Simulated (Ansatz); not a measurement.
An Ansatz input:

```yaml
crystal:
  lattice:
    - [1.383, -4.0265, 0.0]
    - [1.383, 4.0265, 0.0]
    - [-0.11745, 0.0, 3.32993]
  atoms:
    - { symbol: Ga, position: [0.869, 0.131, 0.25] }
    - { symbol: Ga, position: [0.131, 0.869, 0.75] }
hamiltonian:
  xc: lda
  pseudopotentials:
    kind: paw
    azcp:
      Ga: "pseudopotentials/Ga.paw.azcp"
basis:
  ecutwfc: 420
  fft_grid_basis: typed
kpoints:
  mp_grid: { grid: [12, 12, 10], shift: [0, 0, 0] }
magnetization:
  spin_polarized: false
scf:
  occupations: { method: fermi_dirac, width: 0.1 }
relax:
  max_steps: 60
  f_tol: 0.01
  cell: {}
output:
  write_density: true
  write_potential: true
  elf: true
  volumetric_format: npy
```

and its output:

```
Warning: the record states the generating functional pbe (its physics header spells it `PBE`), which answers neither for hamiltonian.xc's functional nor for the lda family's — results may be inconsistent (PPs are generated against a specific XC)
Engine: ansatz 0.2.0, x86_64-unknown-linux-gnu
Pseudopotentials: kind: paw
Pseudopotential: Ga, paw, valence charge 13, recommended cutoff 420 eV (normal) 
Functional definition: SPW92
  exchange = slater_x
  correlation = pw_c
Crystal: 2 atoms, lattice volume = 37.086 Å³
Basis set: ecut = 420 eV, 721 PW (Γ)
Bands: 17, of which v1, the nominal top of the filled ones, is band 13 counted from 1 (12 counted from 0)
Symmetry: 4 space group operations
Space group: C2/c (ITA 15), of the structure as read, at distance tolerance 3.3e-5 Å
k-points: 398 of 1440
Non-local potential: Ga, projectors of the file, l = 0: 2, l = 1: 2, l = 2: 3, l = 3: 1
PAW form: soft (Blöchl's): semilocal exchange-correlation on the pseudo side does not see the compensation charge
PAW frozen core: Ga, regenerated for the run's functional, and the local potential with it (the file was generated under x = pbe(κ = 0.804, μ = 0.2195149727645171), c = pbe(β = 0.06672455060314922))
PAW one-centre angular grid: Ga, 590 points (default); XC on 64 Gauss nodes
Initial density: superposition of atomic densities (neutral atoms: chi_scale 0, normalization atom), corrected by the library's trained network
Initial wavefunctions: pseudopotential atomic-orbital guess
Functional: x = slater, c = lda
SCF iter   1: F=—  HF=-7413.892019 eV  |F-HF|=—  |Δ(HF+E_count)|=         —  Δρ=6.02e-3  dr2=5.19e-3  ethr=1.77e-3  ⟨swp⟩=5.1  Hψ=31470  notcnv=0
SCF iter   2: F=—  HF=-7413.890050 eV  |F-HF|=—  |Δ(HF+E_count)|=   1.97e-3  Δρ=3.39e-3  dr2=2.01e-3  ethr=2.00e-5  ⟨swp⟩=1.7  Hψ=12812  notcnv=0
SCF iter   3: F=—  HF=-7413.889594 eV  |F-HF|=—  |Δ(HF+E_count)|=   4.56e-4  Δρ=5.91e-4  dr2=1.08e-4  ethr=7.73e-6  ⟨swp⟩=1.0  Hψ=6777  notcnv=0
SCF iter   4: F=—  HF=-7413.889554 eV  |F-HF|=—  |Δ(HF+E_count)|=   4.06e-5  Δρ=3.45e-4  dr2=3.29e-5  ethr=4.14e-7  ⟨swp⟩=2.0  Hψ=10955  notcnv=0
SCF iter   5: F=—  HF=-7413.889551 eV  |F-HF|=—  |Δ(HF+E_count)|=   3.27e-6  Δρ=2.96e-4  dr2=1.28e-5  ethr=1.27e-7  ⟨swp⟩=2.0  Hψ=11957  notcnv=0
SCF iter   6: F=—  HF=-7413.889542 eV  |F-HF|=—  |Δ(HF+E_count)|=   8.66e-6  Δρ=1.54e-4  dr2=3.48e-6  ethr=4.92e-8  ⟨swp⟩=2.0  Hψ=10738  notcnv=0
SCF iter   7: F=—  HF=-7413.889540 eV  |F-HF|=—  |Δ(HF+E_count)|=   2.15e-6  Δρ=4.55e-5  dr2=3.32e-7  ethr=1.34e-8  ⟨swp⟩=2.0  Hψ=10738  notcnv=0
SCF iter   8: F=-7413.889540 eV  HF=-7413.889540 eV  |F-HF|=1.05e-8  |Δ(HF+E_count)|=   2.44e-7  Δρ=5.07e-6  dr2=4.31e-9  ethr=3.85e-10  ⟨swp⟩=8.1  Hψ=43815  notcnv=0
SCF 1 converged in 8 iterations: F = -7413.889540 eV  dr2 = 4.31e-9
...
SCF iter   4: F=—  HF=-7413.927788 eV  |F-HF|=—  |Δ(HF+E_count)|=   1.02e-7  Δρ=5.82e-6  dr2=5.42e-9  ethr=2.89e-10  ⟨swp⟩=2.0  Hψ=11518  notcnv=0
SCF iter   5: F=—  HF=-7413.927788 eV  |F-HF|=—  |Δ(HF+E_count)|=   1.08e-8  Δρ=1.19e-6  dr2=2.36e-10  ethr=2.09e-11  ⟨swp⟩=2.0  Hψ=11950  notcnv=0
SCF iter   6: F=-7413.927788 eV  HF=-7413.927788 eV  |F-HF|=3.64e-12  |Δ(HF+E_count)|=  1.22e-10  Δρ=1.70e-7  dr2=1.29e-11  ethr=1.00e-12  ⟨swp⟩=3.9  Hψ=33083  notcnv=0
SCF 13 converged in 6 iterations: F = -7413.927788 eV  dr2 = 1.29e-11
relax step  13: F+E_penalty+E_count = -7413.92778777 eV  Δ(F+E_penalty+E_count) = +4.309e-4 eV  max|allowed force component| = 8.377e-4 eV/Å  Δτ_max = 0.0000 Å  P = -0.003 GPa  Ω = 34.670 Å³  stress off target by 2.35e-2 GPa  SCF on the basis re-selected at this cell (its energy is not comparable with the rows above)  (6 SCF iters)
basis re-selected at this cell: Δ(F+E_penalty+E_count) = +4.309e-4 eV, ΔP = -0.003 GPa vs the last step (what re-selecting the basis moved, of the pressure what is left beyond the Pulay correction that the steps carried, after the strain that the cell walked since its last selection, with what the two solves' SCF thresholds leave and, on support functions, any second-order correction that the steps lacked; it is no measure of the basis error at this ecutwfc). This SCF's stress stands 2.35e-2 GPa from its target on what of the cell is left free (relax.cell.stress_tol is 5.00e-2 GPa) and its largest allowed force component is 8.38e-4 eV/Å (relax.f_tol is 1.00e-2 eV/Å): within both
SCF converged after 6 iterations
Free energy (F): -7413.927788 eV
Harris-Foulkes:  -7413.927788 eV  (|F-HF|=3.64e-12)
Internal energy: -7413.907730 eV  (E = F + TS)
E sigma→0 (E₀):  -7413.917759 eV
Entropy (-TS):   -0.020058 eV (-10.029 meV/atom)
Fermi energy:    10.465052 eV
--- Per-component energies (eV) ---
  E_band       = -56.655464
  E_kinetic    = 232.680968
  E_local      = -3501.927140  (includes V_loc(G=0)·N_el)
  E_nonlocal   = 848.371168
  E_hartree    = 1650.211893
  E_xc         = -139.497196
  E_vxc        = -119.300815  (∫ρ·V_xc dr)
  E_paw        = -3819.258956  (= ΣΔE_a)
  E_vpaw       = -816.903372  (= ΣTr[D̂ρ^β])
  E_aug_tail   = -0.000244  (compensation charges beyond the density's cutoff)
  E_ewald      = -2687.945182
  E_core_change = 3.456960  (= ΣΔE_core)
  E_smearing   = -0.020058  (= −TS)
  E_closure    = 0.000000  (closes the sum)
  Σ components = -7413.927788   (vs F -7413.927788, Δ=0.00e0)
--- Forces (eV/Å), atoms counted from 1 ---
  atom   1  Ga     0.00000000     0.00083769     0.00000000
  atom   2  Ga    -0.00000000    -0.00083769    -0.00000000
  max |Σ_I F_I| component: 0.00e0 eV/Å
--- Stress (GPa, compression-positive) ---
        0.023158       0.000000       0.003454
        0.000000      -0.015976      -0.000000
        0.003454      -0.000000      -0.015643
  P = ⅓ Tr σ = -0.0028 GPa (-0.028 kbar)
--- Band table (eV; the first three rows and the last of 398) ---
  k-point 0: bands = ["-4.8507", "-4.8367", "-4.7798", "-4.7731", "-4.4594", "-4.4540", "-4.4054", "-4.3974", "-4.3700", "-4.2246", "-1.2954", "8.4915", "9.2621", "11.7441", "15.8197", "20.5275", "21.1038"]
  k-point 1: bands = ["-4.8602", "-4.8181", "-4.7745", "-4.7605", "-4.4787", "-4.4727", "-4.3881", "-4.3796", "-4.3745", "-4.2422", "-1.1546", "8.6580", "8.8462", "11.1057", "17.2381", "20.0916", "20.1308"]
  k-point 2: bands = ["-4.8684", "-4.7799", "-4.7737", "-4.7153", "-4.5102", "-4.5022", "-4.3940", "-4.3615", "-4.3516", "-4.2870", "-0.7306", "7.3650", "9.1515", "10.9245", "17.9868", "18.2346", "19.9969"]
  k-point 397: bands = ["-4.7791", "-4.7791", "-4.6993", "-4.6993", "-4.4763", "-4.4763", "-4.4386", "-4.4386", "-4.3938", "-4.3938", "4.2341", "4.2341", "5.8306", "5.8306", "21.1951", "21.1951", "23.4449"]
--- Relaxed structure (12 steps of the walk, 10 accepted, 1 SCFs on fresh bases) ---
  F+E_penalty+E_count = -7413.92778777 eV   max|allowed force component| = 8.377e-4 eV/Å   (the final SCF, on the basis selected at the relaxed cell)
  cell:  # Å, volume = 34.6697 Å³
    - [1.3560261934636455, -3.8729045446427675, -0.04073965347516051]
    - [1.3560261934636455, 3.8729045446427675, -0.04073965347516051]
    - [-0.21325052112714854, 0.0, 3.3071745849119094]
  atoms:
    - { symbol: Ga, position: [0.8660623420364121, 0.13393765796358795, 0.25] }
    - { symbol: Ga, position: [0.13393765796358786, 0.866062342036412, 0.7499999999999997] }
```
